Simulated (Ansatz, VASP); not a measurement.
## Ge: 3 runs at one level of theory

The starting cell:

```
CELL_PARAMETERS angstrom
0.00000 2.82891 2.82891
2.82891 0.00000 2.82891
2.82891 2.82891 0.00000
ATOMIC_POSITIONS crystal
Ge 0.75000 0.75000 0.75000
Ge 0.50000 0.50000 0.50000
```

Alike in all runs: task relaxation of cell and atoms; functional LDA; k mesh 8 × 8 × 8; occupations fermi-dirac, width 0.05 eV; no spin polarisation; no spin-orbit coupling. LDA stands for any of its common fits.

| program and potentials | plane-wave cutoff (eV) | notes | equilibrium volume (Å³/atom) |
| --- | --- | --- | --- |
| Ansatz, Ansatz PAW | 420 | potentials made for PBE, which Ansatz adapts in part | 22.21 |
| VASP, LDA PAW files Ge_d, 600 eV | 600 | - | 22.26 |
| Ansatz, all-electron LAPW, scalar-relativistic | - | - | 22.22 |

The equilibrium volume spans 22.21 (Ansatz, Ansatz PAW) to 22.26 Å³/atom (VASP, LDA PAW files Ge_d, 600 eV), with all-electron results at 22.22. Relaxations stop with a little pressure left, so the last digit of a volume isn't settled.

The functional is the same throughout but for its coding, so the spread measures potentials, basis and numerics; runs on potential files found faulty are left out.

All three runs put germanium at practically the same volume, with the two PAW results, 22.21 and 22.26 Å³/atom, on either side of the all-electron 22.22. The differences are too small to rank the potentials. The agreement suggests that the core region, including the shallow 3d shell, is represented well enough for the sp³ bonds that set the equilibrium volume. It also suggests that using potentials made for PBE does little harm here, though compensating errors can't be excluded.

All three volumes are smaller than that of the starting cell, which lies close to the measured lattice. This is the usual LDA overbinding: the functional favours the more uniform density of the compressed crystal and so makes the bonds slightly too short. Because the all-electron run shows the same contraction, it belongs to the functional rather than to the pseudized core. Agreement at the energy minimum doesn't establish equal accuracy for the band gap, which in germanium is small and very sensitive to volume.
